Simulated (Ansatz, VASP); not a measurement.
# Na: VASP beside Ansatz

```
CELL_PARAMETERS angstrom
3.13627 0.00000 0.00000
-1.56814 2.71609 0.00000
0.00000 0.00000 2.93369
ATOMIC_POSITIONS crystal
Na 0.00000 0.00000 0.00000
```

Alike in both runs: functional PBE; k mesh 13 × 13 × 12; occupations fermi-dirac, width 0.08 eV; no spin polarisation.

Ansatz relaxed the structure, and its values are those at the end. VASP's run is a single point on that final structure, the one shown.

```csv
,VASP,Ansatz
version,VASP 6.6.1,Ansatz 0.2.0
potentials or method,"VASP PAW PBE potentials, release 64 (Na_pv)","PAW with Ansatz's default frozen-core files, scalar-relativistic"
plane-wave cutoff (eV),520,420
valence electrons in the cell,7,9
```

|  | VASP | Ansatz | Ansatz less VASP |
| --- | --- | --- | --- |
| pressure (GPa) | 6.5 | 6.6 | +0.08 |

The two sets of potentials don't hold the same shells in valence.
